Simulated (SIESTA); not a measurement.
The system is TiO2 (Anatase).

```
CELL_PARAMETERS angstrom
-1.89210 1.89210 4.75730
1.89210 -1.89210 4.75730
1.89210 1.89210 -4.75730
ATOMIC_POSITIONS crystal
Ti 0.75000 0.25000 0.50000
Ti 0.00000 0.00000 0.00000
O 0.79190 0.79190 0.00000
O 0.54190 0.04190 0.50000
O 0.95810 0.45810 0.50000
O 0.20810 0.20810 0.00000
```

Base run:

| Quantity | Value |
| --- | --- |
| Program | SIESTA 5.4.2 |
| Functional | PBE |
| Potentials or basis | PseudoDojo 0.4 standard (PBE files) |
| Basis | DZDP (energy shift 0.005 Ry) |
| Grid cutoff | 800 Ry |
| Energy shift | 0.005 Ry |
| k mesh | 7 × 7 × 7 |
| Occupations | fermi-dirac, width 0.05 eV |
| Spin | no spin polarisation |

Its results: band gap on the k mesh 2.00 eV, indirect (least direct gap 2.32 eV); pressure 7.3 GPa; largest force 0.229 eV/Å.

Task: The run is repeated on the same cell with these changes: basis from DZDP (energy shift 0.005 Ry) to DZ (energy shift 0.05 Ry); energy shift from 0.005 Ry to 0.05 Ry. What comes out?

Result: Band gap on the k mesh 2.18 eV, indirect (least direct gap 2.40 eV); pressure -50.3 GPa; largest force 0.885 eV/Å.

Caveats: semicore shells carry a single zeta, which can move pressures by several GPa and volumes by a few percent; the basis of atomic orbitals isn't converged, which shifts pressures, moduli and gaps; the basis has no polarisation orbitals (some runs); a pressure of tens of GPa on the cell as given is suspect, and the run, the potentials or the cell itself is likely at fault (some runs).
